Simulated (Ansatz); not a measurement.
# Al: the cost of one run

All numbers below are computed with Ansatz 0.2.0 (DFT PBE, scalar-relativistic, plane waves, PAW).

1 further run of the same task is left out (set aside as unsound or not needed).

### 1 The starting structure

The cell holds 24 atoms (Al24): a = 7.855 Å, b = 7.846 Å, c = 7.350 Å, α = 89.88°, β = 85.37°, γ = 89.63°.

It is the last frame of an earlier stage of the same melt, run at 600 K.

Coordinates:

```
CELL_PARAMETERS angstrom
7.84927 0.02539 0.30687
0.02539 7.84624 0.00765
0.30687 0.00765 7.34335
ATOMIC_POSITIONS crystal
Al 0.74544 0.93723 0.12497
Al 0.06633 0.56529 0.57374
Al 0.71161 0.50149 0.56062
Al 0.76574 0.85642 0.51124
Al 0.72360 0.18717 0.37361
Al 0.91473 0.98255 0.79853
Al 0.12352 0.18194 0.20062
Al 0.45618 0.13605 0.09143
Al 0.88853 0.50454 0.23006
Al 0.78863 0.28792 0.99323
Al 0.96173 0.24562 0.60625
Al 0.37443 0.70261 0.65226
Al 0.09704 0.83744 0.08373
Al 0.46945 0.78567 0.99293
Al 0.42406 0.00255 0.42101
Al 0.22184 0.09668 0.82800
Al 0.56793 0.11504 0.72527
Al 0.45169 0.40406 0.91685
Al 0.54289 0.53017 0.26084
Al 0.78411 0.62897 0.92719
Al 0.10604 0.44952 0.92344
Al 0.37289 0.33993 0.56792
Al 0.12499 0.88833 0.46186
Al 0.21768 0.57200 0.24791
```

### 2 Dynamics at 300 K

One k point, a Fermi-Dirac width of 0.050 eV and a fixed cell.

The input, input.yaml:

```yaml
crystal:
  lattice:
    - [7.849269, 0.025392, 0.306869]
    - [0.025392, 7.84624, 0.007652]
    - [0.306869, 0.007652, 7.343348]
  atoms:
    - { symbol: Al, position: [0.7454367043, 0.9372307479, 0.1249724367] }
    - { symbol: Al, position: [0.0663302147, 0.5652887885, 0.5737365749] }
    - { symbol: Al, position: [0.7116092505, 0.5014914197, 0.5606183946] }
    - { symbol: Al, position: [0.7657385129, 0.8564168419, 0.5112445789] }
    - { symbol: Al, position: [0.7236047057, 0.1871664534, 0.373613563] }
    - { symbol: Al, position: [0.9147267236, 0.9825467792, 0.7985254242] }
    - { symbol: Al, position: [0.1235239656, 0.1819383283, 0.2006188686] }
    - { symbol: Al, position: [0.4561846565, 0.1360498655, 0.0914333514] }
    - { symbol: Al, position: [0.8885293434, 0.5045414273, 0.2300613918] }
    - { symbol: Al, position: [0.7886336404, 0.2879188839, 0.9932266416] }
    - { symbol: Al, position: [0.9617329644, 0.2456191952, 0.6062458085] }
    - { symbol: Al, position: [0.3744319265, 0.702610764, 0.6522648473] }
    - { symbol: Al, position: [0.0970414839, 0.8374403846, 0.0837341214] }
    - { symbol: Al, position: [0.4694547733, 0.7856650493, 0.9929259409] }
    - { symbol: Al, position: [0.4240585376, 0.0025465761, 0.4210135301] }
    - { symbol: Al, position: [0.2218437418, 0.0966773025, 0.8280029512] }
    - { symbol: Al, position: [0.56793351, 0.1150432843, 0.7252734208] }
    - { symbol: Al, position: [0.4516860032, 0.4040562538, 0.9168534325] }
    - { symbol: Al, position: [0.542890015, 0.5301711018, 0.2608396876] }
    - { symbol: Al, position: [0.7841074486, 0.6289651095, 0.9271854017] }
    - { symbol: Al, position: [0.1060436169, 0.4495249284, 0.9234376564] }
    - { symbol: Al, position: [0.3728909183, 0.3399347125, 0.5679174789] }
    - { symbol: Al, position: [0.124985161, 0.8883308326, 0.4618625784] }
    - { symbol: Al, position: [0.2176772201, 0.571995747, 0.2479052499] }
  symmetry: { detect: false }
basis:
  ecutwfc: 420
kpoints:
  mp_grid: { grid: [1, 1, 1], shift: [0.25, 0.25, 0.25] }
hamiltonian:
  xc: pbe
scf:
  occupations: { method: fermi_dirac, width: 0.05 }
  lower_state_search: "off"
  convergence: { dr2_threshold: 1.0e-06 }
output:
  forces: true
  stress: true
md:
  timestep: 3.0
  n_steps: 250
  ensemble: nvt_langevin
  friction: 0.03
  temperature: 300.0
  initial_velocities: maxwell_boltzmann
  seed: 2077
```

Run with:

```sh
> ansatz run input.yaml --threads 2 --pin off --max-ram 5120MiB --backend cpu --events-out ev --progress --plain --runs-dir out
```

Q: Estimate wall time and peak memory on 2 threads of Intel Xeon 6975P-C (Granite Rapids), shared host.

About 3 min, with a peak of 0.52 GiB.
